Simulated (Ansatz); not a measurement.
# A series in temperature on Cu

Results calculated with Ansatz 0.2.0, not measured. Harmonic vibrational free energy, entropy and heat capacity at constant volume, per atom, from the force constants of a q mesh, imaginary modes left out; plane waves with PAW datasets, Gamma-centred k mesh.

Structure of every row (space group Fm-3m, No. 225):
```
Cu
1.0
      0.0000     1.7821     1.7821
      1.7821     0.0000     1.7821
      1.7821     1.7821     0.0000
Cu
1
Direct
  0.00000 0.00000 0.00000
```

Settings of every row: functional PBEsol; dispersion none; spin none; wave cutoff 420 eV; k mesh 20x20x20; occupations fermi dirac; smearing width 0.15 eV; pressure 0 GPa; phonon method linear response; q mesh 2x2x2.

Limits: coarse q mesh; metal sensitive to the k mesh.

```csv
row,temperature (K),phonon heat capacity (kB/atom),phonon entropy (kB/atom),phonon free energy (meV/atom)
1,200,2.616,2.678,12.6
2,300,2.819,3.784,-15.5
3,400,?,?,?
4,500,2.933,5.258,-94.4
5,600,2.953,5.795,-142.1
6,700,2.965,6.251,-194
7,800,2.973,6.648,-249.6
8,900,2.979,6.998,-308.5
9,1000,2.983,7.312,-370.1
```

Question: what phonon heat capacity and phonon entropy should row 3 give?

Worked fit of phonon heat capacity. At high temperature a harmonic heat capacity falls short of its limit by a term in 1/T², so take t = (100 K / T)². The shown rows have t = 0.25, 0.11111, 0.04, 0.02778, 0.02041, 0.01562, 0.01235, 0.01. Least squares give phonon heat capacity = 2.9997 − 1.6991 × t + 0.657 × t² kB/atom; a straight line predicts inner rows, each left out in turn, worse (root mean square 0.0036 against 0.00027 kB/atom). All shown rows lie on it to the printed digit. The constant, 2.9997 kB/atom, is to be held against the harmonic limit of 3 k_B an atom. The withheld row has t = 0.0625, so the fit gives 2.9997 − 1.6991 × (0.0625) + 0.657 × (0.0625)² = 2.896 kB/atom.

The calculation gave 2.896 kB/atom. The fit meets it to the printed digit.

Worked fit of phonon entropy. Entropy rises as the heat capacity times the change of ln T, so take t = ln(T / 300 K). The shown rows have t = -0.4055, 0, 0.5108, 0.6931, 0.8473, 0.9808, 1.0986, 1.204. Least squares give phonon entropy = 3.7965 + 2.81148 × t + 0.09426 × t² kB/atom; a straight line predicts inner rows, each left out in turn, worse (root mean square 0.024 against 0.0088 kB/atom). The rows lie off it by 0.006, -0.013, 0.001, 0.005, 0.005, 0.003, -0.001, -0.006 (root mean square 0.0061 kB/atom), a smooth pattern that one more power would take up: the form is only approximate. The slope at t = 0, 2.81 kB/atom, estimates the heat capacity at 300 K. The withheld row has t = 0.2877, so the fit gives 3.7965 + 2.81148 × (0.2877) + 0.09426 × (0.2877)² = 4.613 kB/atom.

The calculation gave 4.608 kB/atom. The fit lies 0.005 kB/atom (0.11 % of the column's range) above it; its largest miss of a shown row is 0.013 kB/atom.

The other values of row 3: phonon free energy -51.8 meV/atom.
